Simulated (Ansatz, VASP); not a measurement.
# Two plane-wave programs on ZnS

The input INCAR:

```
SYSTEM = ZnS
ALGO     = Normal         ! electronic algorithm
EDIFF    = 1E-6           ! SCF threshold, eV
ENCUT    = 520            ! plane-wave cutoff, eV
GGA      = PS             ! functional
ISIF     = 2              ! what is computed and relaxed
ISMEAR   = 0              ! smearing method
LASPH    = .TRUE.         ! aspherical terms in the spheres
LCHARG   = .TRUE.         ! write CHGCAR
LELF     = .TRUE.         ! ELF
LREAL    = .FALSE.        ! projectors in reciprocal space
LVHAR    = .TRUE.       
LWAVE    = .FALSE.        ! write WAVECAR
NBANDS   = 26             ! bands
NELM     = 60             ! most SCF steps
PREC     = Accurate       ! precision mode
SIGMA    = 0.01           ! smearing width, eV
```

The input KPOINTS:

```
k-points
0
G
  9 9 6
  0 0 0
```

The input POSCAR:

```
ZnS
1.0
    3.8230000000      0.0000000000      0.0000000000
   -1.9115000000      3.3108151187      0.0000000000
    0.0000000000      0.0000000000      6.2610000000
Zn S
2 2
Direct
    0.3333333333      0.6666666667     -0.0468425787
    0.6666666667      0.3333333333      0.4531574213
    0.3333333333      0.6666666667      0.4218425787
    0.6666666667      0.3333333333      0.9218425787
```

Input for Ansatz:

```yaml
crystal:
  lattice:
    - [3.823, 0.0, 0.0]
    - [-1.9115, 3.3108151187, 0.0]
    - [0.0, 0.0, 6.261]
  atoms:
    - { symbol: Zn, position: [0.3333333333, 0.6666666667, -0.0468425787] }
    - { symbol: Zn, position: [0.6666666667, 0.3333333333, 0.4531574213] }
    - { symbol: S, position: [0.3333333333, 0.6666666667, 0.4218425787] }
    - { symbol: S, position: [0.6666666667, 0.3333333333, 0.9218425787] }
basis:
  ecutwfc: 420
  xc_grid: 2
kpoints:
  mp_grid: { grid: [9, 9, 6] }
hamiltonian:
  xc: pbesol
  pseudopotentials: { kind: paw, azcp: { folder: soft_1 } }
scf:
  occupations: { method: fixed }
output:
  forces: true
  stress: true
  eigenvalues: true
  polarization: {}
```

Change from the starting cell: polar distortion scaled by 0.25.

Alike in both runs: task single point; functional PBEsol; k mesh 9 × 9 × 6; no spin polarisation.

|  | VASP | Ansatz |
| --- | --- | --- |
| version | VASP 6.6.1 | Ansatz 0.2.0 |
| potentials or method | VASP PAW PBE potentials, release 64 (Zn, S) | scalar-relativistic, plane waves, PAW |
| plane-wave cutoff (eV) | 520 | 420 |
| occupations | gaussian, width 0.01 eV | fixed |
| valence electrons in the cell | 36 | 36 |

|  | VASP | Ansatz | Ansatz less VASP |
| --- | --- | --- | --- |
| gap on the k mesh at the Fermi level (eV) | 2.38 | 2.37 | -0.012 |
| least direct gap on the mesh (eV) | 2.39 | 2.37 | -0.012 |
| pressure (GPa) | 2.6 | 2.4 | -0.22 |
| largest component of the traceless stress (GPa) | 4.49 | 4.32 | -0.170 |
| rms of the force components (eV/Å) | 0.272 | 0.268 | -0.0033 |

Atom by atom the forces differ by 0.003 eV/Å (rms over components). Ansatz warned: «pseudo_functional_mismatch».

Caveats: the PAW data sets were made with another functional, which shifts forces and pressure a little (VASP); an odd mesh through Γ misses points on the zone boundary, where band edges often lie.
